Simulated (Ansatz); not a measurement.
## Relaxing CsPbBr3

Theory: DFT PBEsol, scalar-relativistic, plane waves, PAW in Ansatz. Settings: 420 eV cutoff, 6×6×6 k-mesh, Gaussian smearing of 0.02 eV, no spin polarisation.

What was changed in CsPbI3: I → Br on all its sites, cell and atoms relaxed.

Spin–orbit coupling is left out, which can shift energies with elements as heavy as these.

Command:

```bash
ansatz run input.yaml --threads 1 --pin off --max-ram 2560MiB --backend cpu --events-out ev --progress --plain --runs-dir out
```

Input:

```yaml
crystal:
  lattice:
    - [5.9394140154, 0.0, 0.0]
    - [0.0, 5.9394140154, 0.0]
    - [0.0, 0.0, 5.9394140154]
  atoms:
    - { symbol: Cs, position: [0.5, 0.5, 0.5] }
    - { symbol: Pb, position: [0.0, 0.0, 0.0] }
    - { symbol: Br, position: [0.0, 0.0, 0.5] }
    - { symbol: Br, position: [0.0, 0.5, 0.0] }
    - { symbol: Br, position: [0.5, 0.0, 0.0] }
basis:
  ecutwfc: 420
kpoints:
  mp_grid: { grid: [6, 6, 6] }
hamiltonian:
  xc: pbesol
scf:
  occupations: { method: gaussian, width: 0.02 }
output:
  forces: true
  stress: true
  eigenvalues: true
relax:
  adjacent_minimum: "off"
  f_tol: 0.01
  max_steps: 60
  cell: { stress_tol: 0.1 }
```

F is the free energy. Steps run on the plane waves of an earlier cell, but the last one, and at times one on the way, on a freshly chosen basis, so a repeated geometry can differ a little in energy.

Steps:

```csv
step,F − F(1) (eV),largest force component (eV/Å),V (Å³/atom),P (GPa)
1,0.0000,0.000,41.905,-0.68
2,-0.0123,0.000,41.142,-0.33
3,-0.0159,0.000,40.453,0.02
4,-0.0154,0.000,40.453,0.02
```

Relaxed structure:

```cif
data_structure
_symmetry_space_group_name_H-M 'P 1'
_symmetry_Int_Tables_number 1
_cell_length_a 5.8700
_cell_length_b 5.8700
_cell_length_c 5.8700
_cell_angle_alpha 90.000
_cell_angle_beta 90.000
_cell_angle_gamma 90.000
_cell_volume 202.27
loop_
_atom_site_label
_atom_site_type_symbol
_atom_site_fract_x
_atom_site_fract_y
_atom_site_fract_z
_atom_site_occupancy
Cs1 Cs 0.50000 0.50000 0.50000 1
Pb1 Pb 0.00000 0.00000 0.00000 1
Br1 Br 0.00000 0.00000 0.50000 1
Br2 Br 0.00000 0.50000 0.00000 1
Br3 Br 0.50000 0.00000 0.00000 1
```

The structure is cubic, space group Pm-3m (No. 221). The conventional cell has a = 5.870 Å, b = 5.870 Å, c = 5.870 Å, α = 90.00°, β = 90.00°, γ = 90.00°. Cs (site symmetry m-3m) is surrounded by 12 Br at 4.15 Å. Pb (site symmetry m-3m) has 6 Br at 2.94 Å as nearest neighbours. Around Br (site symmetry 4/mmm) lie 2 Pb at 2.94 Å.

The run converged. Time: 22 s on 1 thread of Intel(R) Xeon(R) Platinum 8488C (Sapphire Rapids), on a shared host, peak memory 0.53 GiB.